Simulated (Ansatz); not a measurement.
**Ionic part of the dielectric constant of LiCl at 2 GPa, mode by mode**

Theory: DFT PBEsol, scalar-relativistic, plane waves, PAW in Ansatz 0.2.0. Settings: 420 eV plane-wave cutoff, Γ-centred 8×8×8 mesh, fixed occupations. No spin polarisation. Phonons by linear response, acoustic sum rule imposed.

Symmetry: Fm-3m, No. 225, cubic system. Conventional cell: a = 4.979 Å, b = 4.979 Å, c = 4.979 Å, α = 90.00°, β = 90.00°, γ = 90.00°. Li (site symmetry m-3m) is surrounded by 6 Cl at 2.49 Å. Cl (site symmetry m-3m) has 6 Li at 2.49 Å as nearest neighbours.

The primitive cell has V = 30.85 Å³ and ε∞,zz = 3.142. Each polar mode adds Δε = (4.92064×10⁷/V)·S/ν² along z, with S its oscillator strength in e²/amu, ν in cm⁻¹ and V in Å³.

Task: From these modes, find each Δε and ε0,zz.
```
ν (cm⁻¹) S_zz (e²/amu)
   239.8         0.2333
```

Result:
```json
{"ν (cm⁻¹)": "239.8", "Δε": "6.47"}
```

The sum is 6.473, so ε0,zz = 9.61; the run's tensor has 9.61.

Task: Where do the longitudinal modes lie for a wave vector along z?

Result: At 419 cm⁻¹. The Lyddane–Sachs–Teller product Π(ν_LO/ν_TO)² = 3.06 matches ε0/ε∞ = 3.06.